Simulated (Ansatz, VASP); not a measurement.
One calculation of Al, two programs

```
CELL_PARAMETERS angstrom
4.54673 0.02273 0.00000
-2.25368 3.92621 0.00000
0.00000 0.00000 2.75393
ATOMIC_POSITIONS crystal
Al 0.33333 0.66667 0.50000
Al 0.66667 0.33333 0.50000
```

The cell was built by a generator and needn't be a form met in nature.

Alike in both runs: functional PBE; k mesh 6 × 6 × 8; occupations fermi-dirac, width 0.05 eV; no spin polarisation.

|  | VASP | Ansatz |
| --- | --- | --- |
| version | VASP 6.6.1 | Ansatz 0.2.0 |
| potentials or method | VASP PAW PBE potentials, release 64 (Al) | Ansatz PAW |
| plane-wave cutoff (eV) | 520 | 420 |
| valence electrons in the cell | 6 | 6 |
| task | single point | band structure |

```tsv
	VASP	Ansatz	Ansatz less VASP
gap on the k mesh at the Fermi level (eV)	none	none	-
pressure (GPa)	0.0	0.1	+0.02
largest component of the traceless stress (GPa)	0.38	0.38	-0.003
rms of the force components (eV/Å)	0.034	0.034	0.0000
```

Atom by atom the forces differ by 0.000 eV/Å (rms over components). A gap of «none» marks a metal or a gap that the smearing closes. The functional is the same, so the differences come from potentials, cutoffs and numerics.
